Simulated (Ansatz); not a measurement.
Computed with DFT PBE, scalar-relativistic, plane waves, PAW (Ansatz 0.2.0). All cells share a 420 eV cutoff and Γ-centred k meshes spaced at most about 0.3 Å⁻¹ (about 0.25 or finer for metals, 2π included). No spin polarisation.

Temperature and zero-point effects are left out.

**Question.** Which of these relaxed structures of Mg₅Te is the lowest in energy?
A.

Space group P6/mmm (No. 191). a = 5.404 Å, b = 5.404 Å, c = 6.373 Å, α = 90.00°, β = 90.00°, γ = 120.00°
```
atom  site  symmetry       x       y       z
  Mg    2c      -6m2  0.3333  0.6667  0.0000
  Mg    2d      -6m2  0.3333  0.6667  0.5000
  Mg    1b     6/mmm  0.0000  0.0000  0.5000
  Te    1a     6/mmm  0.0000  0.0000  0.0000
```

B.

Space group I4/mmm (No. 139). a = 6.026 Å, b = 6.026 Å, c = 9.278 Å, α = 90.00°, β = 90.00°, γ = 90.00°
```tsv
atom	site	symmetry	x	y	z
Mg	2b	4/mmm	0.5000	0.5000	0.0000
Mg	8f	..2/m	0.2500	0.2500	0.2500
Te	2a	4/mmm	0.0000	0.0000	0.0000
```

C.

Space group P-6m2 (No. 187). a = 6.087 Å, b = 6.087 Å, c = 5.033 Å, α = 90.00°, β = 90.00°, γ = 120.00°
```tsv
atom	site	symmetry	x	y	z
Mg	3k	mm2	0.4975	0.5025	0.5000
Mg	1c	-6m2	0.3333	0.6667	0.0000
Mg	1a	-6m2	0.0000	0.0000	0.0000
Te	1e	-6m2	0.6667	0.3333	0.0000
```

**Answer.** B. The next of these, A, lies 27 meV/atom higher. Counting Mg atoms around Te (those within 1.25 times the shortest such distance or 1.15 times the sum of covalent radii; a plus sign parts nearer from farther groups): B has Te 8; A has Te 8; C has Te 6+6. All come from invented guesses. The lowest form computed isn't among them: it has Mg and Te ordered on hcp sites, space group R32 (No. 155), 23.8 Å³/atom, is reached from a Materials Project cell and lies 153 meV/atom below the best shown. Even the lowest of the cells shown lies +0.06 eV/atom against the elements.

For metals, differences of a few meV/atom aren't resolved. These runs have no spin–orbit coupling, which can matter for Te. Cells relaxed within their symmetry can be saddle points. Some structure types and database cells were kept out of the candidates from the start, so a known form may be missing.
